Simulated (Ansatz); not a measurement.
# Relativity along a family in space group P6_3/mmc

All-electron LAPW with PBE in Ansatz 0.2.0. Each compound is solved scalar-relativistically and non-relativistic at one fixed cell (conventional cell and sites; prototypes and MP cells are computed structures that needn't be known phases). Gaps are the smallest over the k mesh and a high-symmetry path, and those under 0.4 eV may close elsewhere:

Sc: a = 3.31 Å, b = 3.31 Å, c = 5.27 Å, α = 90.00°, β = 90.00°, γ = 120.00°; Sc 2c (0.333 0.667 0.250); 13×13×7 mesh, smearing 0.03 eV, COD 9011704, reported
Ru: a = 2.71 Å, b = 2.71 Å, c = 4.28 Å, α = 90.00°, β = 90.00°, γ = 120.00°; Ru 2c (0.333 0.667 0.250); 14×14×8 mesh, smearing 0.03 eV, COD 9017842, reported
Cd: a = 2.98 Å, b = 2.98 Å, c = 5.62 Å, α = 90.00°, β = 90.00°, γ = 120.00°; Cd 2c (0.333 0.667 0.250); 14×14×7 mesh, smearing 0.05 eV, COD 9008490, reported
Sb: a = 3.37 Å, b = 3.37 Å, c = 5.33 Å, α = 90.00°, β = 90.00°, γ = 120.00°; Sb 2c (0.333 0.667 0.250); 12×12×7 mesh, smearing 0.03 eV, COD 1539203, reported
Yb: a = 3.88 Å, b = 3.88 Å, c = 6.39 Å, α = 90.00°, β = 90.00°, γ = 120.00°; Yb 2c (0.333 0.667 0.250); 11×11×6 mesh, smearing 0.03 eV, COD 1540221, reported
Hf: a = 3.20 Å, b = 3.20 Å, c = 5.06 Å, α = 90.00°, β = 90.00°, γ = 120.00°; Hf 2c (0.333 0.667 0.250); 13×13×7 mesh, smearing 0.05 eV, COD 9008501, reported

Where the f shell is localised, expect the real compound to differ from this run without U.

| compound | largest Z | P scalar (GPa) | P non-relativistic less P scalar (GPa) | gap scalar (eV) | gap non-relativistic (eV) |
| --- | --- | --- | --- | --- | --- |
| Sc | 21 | -0.7 | +0.11 | none | none |
| Ru | 44 | 4.5 | ? | none | none |
| Cd | 48 | 3.0 | ? | none | none |
| Sb | 51 | 3.1 | ? | none | none |
| Yb | 70 | -2.1 | +4.53 | none | none |
| Hf | 72 | 0.8 | +4.85 | none | none |

Task: What belongs in the row "Sb", column "P non-relativistic less P scalar (GPa)"?

Result: -0.04.

Task: What belongs in the row "Cd", column "P non-relativistic less P scalar (GPa)"?

Result: +3.33.

Task: What belongs in the row "Ru", column "P non-relativistic less P scalar (GPa)"?

Result: +8.53.
